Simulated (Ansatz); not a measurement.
# AlCo: the order of phases at one pressure, part 2 of 2

Aim: bring AlCo in several structures (rocksalt, CsCl, WC, NiAs, zincblende) to one pressure and rank them by enthalpy. The pressure is set by scaling the first phase. Methods of the runs shown: LAPW. Companion runs by PAW are cited.

Ansatz 0.2.0; DFT PBE; a cell built from a prototype (rocksalt type), not taken from measurement.

### 4 WC relaxed under pressure, LAPW

File input.yaml:

```yaml
crystal:
  lattice:
    - [2.5257615193, 0.0, 0.0]
    - [-1.2628807596, 2.1873736396, 0.0]
    - [0.0, 0.0, 3.6088905824]
  atoms:
    - { symbol: Co, position: [0.0, 0.0, 0.0] }
    - { symbol: Al, position: [0.3333333333, 0.6666666667, 0.5] }
kpoints:
  mp_grid: { grid: [15, 15, 13] }
scf:
  occupations: { method: fermi_dirac, width: 0.08 }
hamiltonian:
  xc: pbe
  pseudopotentials: { kind: all_electron, lapw: { basis_error: 0.0005 } }
output:
  forces: true
  stress: true
  eigenvalues: true
relax:
  f_tol: 0.005
  max_steps: 12
  cell: { p_target: 50.0, stress_tol: 0.03 }
```

Run with:

```console
$ ansatz run input.yaml --threads 1 --pin off --max-ram 3584MiB --backend cpu --events-out ev --progress --plain --runs-dir out
```

Log:

```text
The last accepted step is kept in <dir> (removed where the run ends without a failure and the disk answers)
LAPW: plane waves up to 9.662 Å⁻¹, error target 5.0e-4 eV per atom; small_component_spin mean_spin; Al in spheres of 1.042 Å, 11 of its electrons in bands, Dirac shells []; Co in spheres of 1.208 Å, 17 of its electrons in bands, Dirac shells []
Engine: ansatz 0.2.0
Pseudopotentials: kind: all_electron
Pseudopotential: Co, LAPW, valence charge 17, Koelling and Harmon's equation, gaussian nucleus
Pseudopotential: Al, LAPW, valence charge 11, Koelling and Harmon's equation, gaussian nucleus
Functional definition: PBE
  parameter kappa = 0.804
  parameter beta = 0.06672455060314922
  exchange = pbe_x(kappa = kappa, mu = beta*pi^2/3)
  correlation = pbe_c(beta = beta)
Crystal: 2 atoms, lattice volume = 19.938 Å³
Basis set: ecut = 355.6912237082585 eV, 299 PW (Γ), exchange–correlation at level 2
Bands: 18, of which v1, the nominal top of the filled ones, is band 14 counted from 1 (13 counted from 0)
Symmetry: 12 space group operations
Space group: P-6m2 (ITA 187), of the structure as read, at distance tolerance 2.7e-5 Å
k-points: 189 of 2925 (time reversal used)
Non-local potential: Co, projectors of the file, none
Non-local potential: Al, projectors of the file, none
Initial density: superposition of atomic densities (chi_scale 0.1, normalization cell, long waves kept (reshape's long-wave potential 0.00 eV rms))
Initial wavefunctions: plane waves of lowest kinetic energy (no species holds an atomic orbital)
Functional: x = pbe(κ = 0.804, μ = 0.2195149727645171), c = pbe(β = 0.06672455060314922)
iter 1 solved again at ethr=2.66e-3 eV; its pass at ethr=1.00e-1 eV (dr2=7.44e-1 eV) is discarded
SCF iter   1: F=—  HF=-44525.462265 eV  |F-HF|=—  |Δ(HF+E_count)|=         —  Δρ=4.40e-2  dr2=7.42e-1  ethr=2.66e-3  ⟨swp⟩=2.0  Hψ=22375  notcnv=0
preconditioner: auto → none  [metal: Δε(μ)=0.015 eV  Ē_g=9.556 eV  σ=0.080 eV  W_gap=0.05  n_scr=8 (ndim 8)  ℏωp=28.8 eV  f_vac=0.000  D(μ)=1.46/eV (n_scr^D=22)  sad-step TF]
SCF iter   2: F=—  HF=-44525.335176 eV  |F-HF|=—  |Δ(HF+E_count)|=   1.27e-1  Δρ=2.32e-2  dr2=7.88e-2  ethr=2.65e-3  ⟨swp⟩=2.0  Hψ=10022  notcnv=0  defer=1
SCF iter   3: F=—  HF=-44525.214846 eV  |F-HF|=—  |Δ(HF+E_count)|=   1.20e-1  Δρ=1.78e-2  dr2=1.14e-1  ethr=2.81e-4  ⟨swp⟩=2.1  Hψ=10036  notcnv=0
iter 4 solved again at ethr=2.39e-5 eV; its pass at ethr=2.81e-4 eV (dr2=6.70e-3 eV) is discarded
SCF iter   4: F=—  HF=-44525.176635 eV  |F-HF|=—  |Δ(HF+E_count)|=   3.82e-2  Δρ=5.91e-3  dr2=6.69e-3  ethr=2.39e-5  ⟨swp⟩=2.0  Hψ=16781  notcnv=0
SCF iter   5: F=—  HF=-44525.174575 eV  |F-HF|=—  |Δ(HF+E_count)|=         —  Δρ=2.80e-3  dr2=2.78e-3  ethr=2.39e-5  ⟨swp⟩=2.0  Hψ=9356  notcnv=0
the basis was enlarged: its passes take 965.6 KiB over the memory plan, 1 of 1 planned eigensolver slots
SCF iter   6: F=—  HF=-44525.173710 eV  |F-HF|=—  |Δ(HF+E_count)|=   8.65e-4  Δρ=6.61e-4  dr2=1.52e-4  ethr=9.92e-6  ⟨swp⟩=2.0  Hψ=9359  notcnv=0
SCF iter   7: F=—  HF=-44525.173666 eV  |F-HF|=—  |Δ(HF+E_count)|=   4.36e-5  Δρ=6.59e-5  dr2=1.02e-6  ethr=5.42e-7  ⟨swp⟩=2.0  Hψ=9357  notcnv=0
SCF iter   8: F=-44525.173666 eV  HF=-44525.173666 eV  |F-HF|=2.70e-8  |Δ(HF+E_count)|=   9.81e-8  Δρ=7.39e-6  dr2=6.07e-9  ethr=3.64e-9  ⟨swp⟩=2.0  Hψ=9364  notcnv=0
SCF 1 converged in 8 iterations: F = -44525.173666 eV  dr2 = 6.07e-9
relax step   1: F+E_penalty+E_count = -44525.17366625 eV  Δ(F+E_penalty+E_count) = +0.000e0 eV  max|allowed force component| = 6.939e-18 eV/Å  Δτ_max = 0.0000 Å  P = +49.731 GPa  Ω = 19.938 Å³  (8 SCF iters, accepted)
Crystal: 2 atoms, lattice volume = 19.927 Å³
Basis set: ecut = 355.82188989139246 eV, 299 PW (Γ), exchange–correlation at level 2
Initial density: handed on by an earlier stage of this run
Initial wavefunctions: those handed on with the density
iter 1 solved again at ethr=1.11e-8 eV; its pass at ethr=1.00e-1 eV (dr2=3.10e-6 eV) is discarded
SCF iter   1: F=—  HF=-44525.170255 eV  |F-HF|=—  |Δ(HF+E_count)|=         —  Δρ=7.30e-5  dr2=1.92e-6  ethr=1.11e-8  ⟨swp⟩=4.1  Hψ=18304  notcnv=0
preconditioner: auto → none  [metal: Δε(μ)=0.018 eV  Ē_g=9.243 eV  σ=0.080 eV  W_gap=0.06  n_scr=8 (ndim 8)  ℏωp=28.8 eV  f_vac=0.000  D(μ)=1.54/eV (n_scr^D=22)]
SCF iter   2: F=—  HF=-44525.170262 eV  |F-HF|=—  |Δ(HF+E_count)|=   6.49e-6  Δρ=1.81e-4  dr2=1.32e-5  ethr=6.87e-9  ⟨swp⟩=3.0  Hψ=10394  notcnv=0
iter 3 solved again at ethr=2.62e-11 eV; its pass at ethr=6.87e-9 eV (dr2=7.32e-9 eV) is discarded
SCF iter   3: F=-44525.170254 eV  HF=-44525.170254 eV  |F-HF|=1.78e-8  |Δ(HF+E_count)|=   7.45e-6  Δρ=7.45e-6  dr2=7.32e-9  ethr=2.62e-11  ⟨swp⟩=2.9  Hψ=17262  notcnv=0
SCF 2 converged in 3 iterations: F = -44525.170254 eV  dr2 = 7.32e-9
relax step   2: F+E_penalty+E_count = -44525.17025441 eV  Δ(F+E_penalty+E_count) = +3.412e-3 eV  max|allowed force component| = 2.097e-17 eV/Å  Δτ_max = 0.0000 Å  P = +49.920 GPa  Ω = 19.927 Å³  (3 SCF iters, accepted)
Crystal: 2 atoms, lattice volume = 19.922 Å³
Basis set: ecut = 355.88205336577477 eV, 299 PW (Γ), exchange–correlation at level 2
iter 1 solved again at ethr=3.33e-9 eV; its pass at ethr=1.00e-1 eV (dr2=9.32e-7 eV) is discarded
SCF iter   1: F=—  HF=-44525.168680 eV  |F-HF|=—  |Δ(HF+E_count)|=         —  Δρ=4.18e-5  dr2=5.87e-7  ethr=3.33e-9  ⟨swp⟩=4.1  Hψ=18453  notcnv=0
preconditioner: auto → none  [metal: Δε(μ)=0.019 eV  Ē_g=9.245 eV  σ=0.080 eV  W_gap=0.06  n_scr=8 (ndim 8)  ℏωp=28.8 eV  f_vac=0.000  D(μ)=1.54/eV (n_scr^D=22)]
SCF iter   2: F=—  HF=-44525.168682 eV  |F-HF|=—  |Δ(HF+E_count)|=   1.85e-6  Δρ=9.69e-5  dr2=3.79e-6  ethr=2.09e-9  ⟨swp⟩=3.0  Hψ=10317  notcnv=0
iter 3 solved again at ethr=2.63e-11 eV; its pass at ethr=2.09e-9 eV (dr2=7.37e-9 eV) is discarded
SCF iter   3: F=-44525.168679 eV  HF=-44525.168679 eV  |F-HF|=1.87e-8  |Δ(HF+E_count)|=   2.13e-6  Δρ=6.97e-6  dr2=7.37e-9  ethr=2.63e-11  ⟨swp⟩=2.1  Hψ=16573  notcnv=0
SCF 3 converged in 3 iterations: F = -44525.168679 eV  dr2 = 7.37e-9
relax step   3: F+E_penalty+E_count = -44525.16867937 eV  Δ(F+E_penalty+E_count) = +1.575e-3 eV  max|allowed force component| = 2.313e-17 eV/Å  Δτ_max = 0.0000 Å  P = +50.005 GPa  Ω = 19.922 Å³  (3 SCF iters, accepted)
iter 1 solved again at ethr=2.66e-11 eV; its pass at ethr=1.00e-1 eV (dr2=7.44e-9 eV) is discarded
SCF iter   1: F=—  HF=-44525.168679 eV  |F-HF|=—  |Δ(HF+E_count)|=         —  Δρ=6.98e-6  dr2=7.38e-9  ethr=2.66e-11  ⟨swp⟩=3.3  Hψ=16438  notcnv=0  reapply=4
SCF iter   2: F=—  HF=-44525.168679 eV  |F-HF|=—  |Δ(HF+E_count)|=   2.63e-8  Δρ=8.63e-6  dr2=3.09e-8  ethr=2.64e-11  ⟨swp⟩=3.0  Hψ=10291  notcnv=0
SCF iter   3: F=-44525.168679 eV  HF=-44525.168679 eV  |F-HF|=9.92e-9  |Δ(HF+E_count)|=   1.56e-8  Δρ=3.45e-6  dr2=2.65e-9  ethr=2.64e-11  ⟨swp⟩=2.6  Hψ=9507  notcnv=0
SCF 4 converged in 3 iterations: F = -44525.168679 eV  dr2 = 2.65e-9
relax step   4: F+E_penalty+E_count = -44525.16867941 eV  Δ(F+E_penalty+E_count) = -3.889e-8 eV  max|allowed force component| = 2.313e-17 eV/Å  Δτ_max = 0.0000 Å  P = +50.005 GPa  Ω = 19.922 Å³  stress off target by 1.29e-2 GPa  SCF on the basis re-selected at this cell (its energy is not comparable with the rows above)  (3 SCF iters)
basis re-selected at this cell: Δ(F+E_penalty+E_count) = -3.889e-8 eV, ΔP = +0.000 GPa vs the last step (what re-selecting the basis moved, after the strain that the cell walked since its last selection, with what the two solves' SCF thresholds leave and, on support functions, any second-order correction that the steps lacked; it is no measure of the basis error at this ecutwfc). This SCF's stress stands 1.29e-2 GPa from its target on what of the cell is left free (relax.cell.stress_tol is 3.00e-2 GPa) and its largest allowed force component is 2.31e-17 eV/Å (relax.f_tol is 5.00e-3 eV/Å): within both
SCF converged after 3 iterations
Free energy (F): -44525.168679 eV
Harris-Foulkes:  -44525.168679 eV  (|F-HF|=9.92e-9)
Internal energy: -44525.136336 eV  (E = F + TS)
E sigma→0 (E₀):  -44525.152508 eV
Entropy (-TS):   -0.032343 eV (-16.172 meV/atom)
Fermi energy:    18.896772 eV
--- Per-component energies (eV) ---
  E_band       = -635.566984
  E_kinetic    = 45120.817816
  E_xc         = -2137.516227
  E_electrostatic = -87508.437926  (all electrons and nuclei)
  E_smearing   = -0.032343  (= −TS)
  E_closure    = 0.000000  (closes the sum)
  E_atoms      = -44513.072186  (free atoms, spherical and without spin; not in F)
  Σ components = -44525.168679   (vs F -44525.168679, Δ=0.00e0)
  Basis errors (estimates in eV, not in F): energy 1.5e-4 per atom: plane waves 1.3e-4 (7.0e-5 summed), levels above the bands 2.5e-36, relativity 1.1e-8, radial functions 1.8e-5, core shells 2.1e-9; eigenvalues (radial functions only) 4.2e-7; not estimated: angular momenta, meshes, grids; target (lapw.basis_error) 5.0e-4; muffin-tin radii Al 1.042 Å, Co 1.208 Å
--- Forces (eV/Å), atoms counted from 1 ---
  atom   1  Co    -0.00000000    -0.00000000     0.00000000
  atom   2  Al     0.00000000     0.00000000     0.00000000
  max |Σ_I F_I| component: 1.85e-17 eV/Å
--- Stress (GPa, compression-positive) ---
       50.001300       0.000000       0.000000
        0.000000      50.001300       0.000000
        0.000000       0.000000      50.012926
  P = ⅓ Tr σ = 50.0052 GPa (500.052 kbar)
--- Band table (eV; the first three rows and the last of 189) ---
  k-point 0: bands = ["-83.3286", "-75.9610", "-44.7603", "-44.7603", "-44.7449", "-39.2028", "-39.2028", "-39.1888", "6.6713", "14.6037", "17.1074", "17.1074", "17.2058", "18.2193", "18.2193", "23.1997", "33.7463", "33.7463"]
  k-point 1: bands = ["-83.3286", "-75.9610", "-44.7603", "-44.7603", "-44.7446", "-39.2028", "-39.2028", "-39.1894", "6.7407", "14.4362", "17.0778", "17.1079", "17.1079", "18.2126", "18.2126", "23.5758", "33.8116", "33.8116"]
  k-point 2: bands = ["-83.3286", "-75.9610", "-44.7602", "-44.7602", "-44.7438", "-39.2028", "-39.2028", "-39.1910", "6.9465", "13.9355", "16.8430", "17.1091", "17.1091", "18.1941", "18.1941", "24.5483", "33.9970", "33.9970"]
  k-point 188: bands = ["-83.3150", "-75.9257", "-44.8179", "-44.8152", "-44.7309", "-39.3585", "-39.3583", "-39.1585", "14.5719", "15.2367", "15.7400", "16.3388", "16.9909", "17.8029", "21.2944", "23.0603", "23.4051", "24.6308"]
--- Relaxed structure (3 steps of the walk, 3 accepted, 1 SCFs on fresh bases) ---
  F+E_penalty+E_count = -44525.16867941 eV   max|allowed force component| = 2.313e-17 eV/Å   (the final SCF, on the basis selected at the relaxed cell)
  cell:  # Å, volume = 19.9223 Å³
    - [2.5246351678958514, -2.885469432715447e-11, -1.674978719662816e-20]
    - [-1.2623175839229372, 2.186398190699826, 8.374893598147748e-21]
    - [-2.3932643208562062e-20, -8.971241913918867e-34, 3.6092065535584825]
  atoms:
    - { symbol: Co, position: [3.0814879110195774e-33, -3.700743415524893e-17, 7.838169490684841e-35] }
    - { symbol: Al, position: [0.3333333333333333, 0.6666666666666665, 0.49999999999999994] }
```

Run time: 2 min. Hardware: 1 thread of Intel Xeon Platinum 8259CL at 2.50GHz (Skylake/Cascade Lake), shared host; peak memory 0.57 GiB.

Relaxation path:

```csv
step,energy from step 1 (eV/cell),largest force component (eV/Å),pressure (GPa),volume (Å³)
1,0.0000,0.0000,49.73,19.94
2,0.0034,0.0000,49.92,19.93
3,0.0050,0.0000,50.01,19.92
4,0.0050,0.0000,50.01,19.92
```

Step 1 is the start. Step 4 repeats the geometry before on a plane-wave basis chosen anew for that cell, so the energy can jump there without any move; the table keeps such jumps.

| input's cell | before | after | change |
| --- | --- | --- | --- |
| a (Å) | 2.526 | 2.525 | -0.0 % |
| b (Å) | 2.526 | 2.525 | -0.0 % |
| c (Å) | 3.609 | 3.609 | +0.0 % |
| volume (Å³/atom) | 9.97 | 9.96 | -0.1 % |

In short: pressure 50.01 GPa; no gap.

### 5 NiAs at the cell that PAW relaxed, LAPW

File input.yaml:

```yaml
crystal:
  lattice:
    - [2.5255159869, 0.0, 0.0]
    - [-1.2627579935, 2.1871610024, 0.0]
    - [0.0, 0.0, 7.2201375898]
  atoms:
    - { symbol: Co, position: [0.0, 0.0, 0.0] }
    - { symbol: Co, position: [0.0, 0.0, 0.5] }
    - { symbol: Al, position: [0.3333333333, 0.6666666667, 0.25] }
    - { symbol: Al, position: [0.6666666667, 0.3333333333, 0.75] }
kpoints:
  mp_grid: { grid: [11, 11, 7] }
scf:
  occupations: { method: fermi_dirac, width: 0.08 }
hamiltonian:
  xc: pbe
  pseudopotentials: { kind: all_electron, lapw: { basis_error: 0.0005 } }
output:
  forces: true
  stress: true
  eigenvalues: true
  populations: true
```

Run with:

```console
$ ansatz run input.yaml --threads 1 --pin off --max-ram 3584MiB --backend cpu --events-out ev --progress --plain --runs-dir out
```

Log, shortened:

```text
Co: projections on atomic orbitals take those of the free atom 1s2 2s2 2p6 3s2 3p6 3d7 4s2, of charge +0.00 (hamiltonian.pseudopotentials.projection_atoms)
Al: projections on atomic orbitals take those of the free atom 1s2 2s2 2p6 3s2 3p1, of charge +0.00 (hamiltonian.pseudopotentials.projection_atoms)
LAPW: plane waves up to 9.312 Å⁻¹, error target 5.0e-4 eV per atom; small_component_spin mean_spin; Al in spheres of 1.073 Å, 11 of its electrons in bands, Dirac shells []; Co in spheres of 1.247 Å, 17 of its electrons in bands, Dirac shells []
[...]
[... 4 set-up lines as earlier in the session ...]
[...]
Crystal: 4 atoms, lattice volume = 39.882 Å³
[...]
SCF converged after 9 iterations
Free energy (F): -89050.332447 eV
[...]
E sigma→0 (E₀):  -89050.302720 eV
Entropy (-TS):   -0.059454 eV (-14.863 meV/atom)
Fermi energy:    18.875871 eV
[...]
--- Forces (eV/Å), atoms counted from 1 ---
  atom   1  Co     0.00000000    -0.00000000     0.00000000
  atom   2  Co     0.00000000     0.00000000    -0.00000000
  atom   3  Al    -0.00000000    -0.00000000     0.00000000
  atom   4  Al     0.00000000     0.00000000     0.00000000
[...]
--- Stress (GPa, compression-positive) ---
       49.680704      -0.000000       0.000000
       -0.000000      49.680704      -0.000000
        0.000000      -0.000000      49.842541
  P = ⅓ Tr σ = 49.7346 GPa (497.346 kbar)
--- Band table (eV; the first three rows and the last of 64) ---
[...]
--- Löwdin populations: 4 sites ---
  site symbol       q [e]
     0     Co     26.5536
     1     Co     26.5536
     2     Al     13.2659
     3     Al     13.2659
  spilling = 0.004511 (of n_electrons = 80.000000)
```

Run time: 37 s. Hardware: 1 thread of Intel Xeon Platinum 8259CL at 2.50GHz (Skylake/Cascade Lake), shared host; peak memory 0.6 GiB.

Read from it: pressure 49.73 GPa; no gap.

### 6 Zincblende relaxed under pressure, LAPW

File input.yaml:

```yaml
crystal:
  lattice:
    - [0.0, 2.3580216471, 2.3580216471]
    - [2.3580216471, 0.0, 2.3580216471]
    - [2.3580216471, 2.3580216471, 0.0]
  atoms:
    - { symbol: Co, position: [0.0, 0.0, 0.0] }
    - { symbol: Al, position: [0.25, 0.25, 0.25] }
kpoints:
  mp_grid: { grid: [13, 13, 13] }
scf:
  occupations: { method: fermi_dirac, width: 0.08 }
hamiltonian:
  xc: pbe
  pseudopotentials: { kind: all_electron, lapw: { basis_error: 0.0005 } }
output:
  forces: true
  stress: true
  eigenvalues: true
relax:
  f_tol: 0.005
  max_steps: 12
  cell: { p_target: 50.0, stress_tol: 0.03 }
```

Run with:

```console
$ ansatz run input.yaml --threads 1 --pin off --max-ram 3584MiB --backend cpu --events-out ev --progress --plain --runs-dir out
```

Log, shortened:

```text
[...]
LAPW: plane waves up to 11.226 Å⁻¹, error target 5.0e-4 eV per atom; small_component_spin mean_spin; Al in spheres of 0.922 Å, 11 of its electrons in bands, Dirac shells []; Co in spheres of 1.058 Å, 17 of its electrons in bands, Dirac shells []
[...]
[... 4 set-up lines as earlier in the session ...]
[...]
Crystal: 2 atoms, lattice volume = 26.222 Å³
Basis set: ecut = 480.11751364678275 eV, 609 PW (Γ), exchange–correlation at level 2
Bands: 18, of which v1, the nominal top of the filled ones, is band 14 counted from 1 (13 counted from 0)
Symmetry: 24 space group operations
Space group: F-43m (ITA 216), of the structure as read, at distance tolerance 3.0e-5 Å
[...]
       -0.000000      50.007527      -0.000000
       -0.000000      -0.000000      50.007527
  P = ⅓ Tr σ = 50.0075 GPa (500.075 kbar)
--- Band table (eV; the first three rows and the last of 84) ---
  k-point 0: bands = ["-88.7540", "-80.8648", "-50.2142", "-50.2142", "-50.2142", "-44.2561", "-44.2561", "-44.2561", "3.6926", "11.0561", "11.0561", "11.0561", "12.0137", "12.0137", "22.2679", "22.2679", "22.2679", "24.4274"]
[...]
--- Relaxed structure (2 steps of the walk, 2 accepted, 1 SCFs on fresh bases) ---
  F+E_penalty+E_count = -44521.85131204 eV   max|allowed force component| = 5.696e-17 eV/Å   (the final SCF, on the basis selected at the relaxed cell)
  cell:  # Å, volume = 26.2047 Å³
    - [-5.859677837829928e-34, 2.357490334327115, 2.357490334327115]
    - [2.357490334327115, -1.9107645123358462e-33, 2.357490334327115]
    - [2.357490334327115, 2.357490334327115, -1.528611609868677e-33]
  atoms:
    - { symbol: Co, position: [2.8586483986037214e-34, -2.722522284384497e-34, -3.2670267412613956e-34] }
    - { symbol: Al, position: [0.25, 0.25, 0.25] }
```

It took 70 s on 1 thread of Intel Xeon Platinum 8259CL at 2.50GHz (Skylake/Cascade Lake), shared host; peak memory 0.46 GiB.

The steps of the relaxation:

```csv
step,energy from step 1 (eV/cell),largest force component (eV/Å),pressure (GPa),volume (Å³)
1,0.0000,0.0000,49.85,26.22
2,0.0055,0.0000,50.01,26.20
3,0.0055,0.0000,50.01,26.20
```

Step 1 is the start. Step 3 repeats the geometry before on a plane-wave basis chosen anew for that cell, so the energy can jump there without any move; the table keeps such jumps.

| input's cell | before | after | change |
| --- | --- | --- | --- |
| a (Å) | 3.335 | 3.334 | -0.0 % |
| b (Å) | 3.335 | 3.334 | -0.0 % |
| c (Å) | 3.335 | 3.334 | -0.0 % |
| volume (Å³/atom) | 13.11 | 13.10 | -0.1 % |

In short: pressure 50.01 GPa; no gap.

### 7 All runs together

The PAW rows are taken from companion runs at the same settings.

Enthalpy per atom, H = F + pV at p = 50 GPa, from each method's lowest phase:

```
             method       start  space group, start → end  volume (Å³/atom)  pressure (GPa)  enthalpy (meV/atom)
               LAPW    rocksalt             Fm-3m → Fm-3m            10.700            50.0               1292.6
               LAPW        CsCl             Pm-3m → Pm-3m             9.614            50.0                  0.0
               LAPW          WC             P-6m2 → P-6m2             9.961            50.0                408.8
LAPW, at PAW's cell        NiAs                  P6_3/mmc             9.970            49.7                413.0
               LAPW  zincblende             F-43m → F-43m            13.102            50.0               3047.8
                PAW    rocksalt             Fm-3m → Fm-3m            10.707            50.0               1292.7
                PAW        CsCl             Pm-3m → Pm-3m             9.619            50.0                  0.0
                PAW          WC             P-6m2 → P-6m2             9.969            50.0                409.9
                PAW        NiAs       P6_3/mmc → P6_3/mmc             9.970            50.0                414.0
                PAW  zincblende             F-43m → F-43m            13.111            50.0               3048.8
```

### 8 Results

What follows sums up all 2 parts.

| quantity | value |
| --- | --- |
| pressure | 50 GPa |
| lowest (LAPW) | CsCl, 408.8 meV/atom under WC |
| lowest (PAW) | CsCl, 409.9 meV/atom under WC |

**Reading.** By LAPW the order is CsCl < WC < NiAs < rocksalt < zincblende. By PAW the order is CsCl < WC < NiAs < rocksalt < zincblende. The methods agree on the lowest phase. Only these structures were tried, with electrons smeared by 0.08 eV and without vibrations, so the true ground state may be another. The k meshes differ between phases and weren't tested, which can move differences by some meV. Spin polarisation is left out here, though a magnetic state may lie well lower.
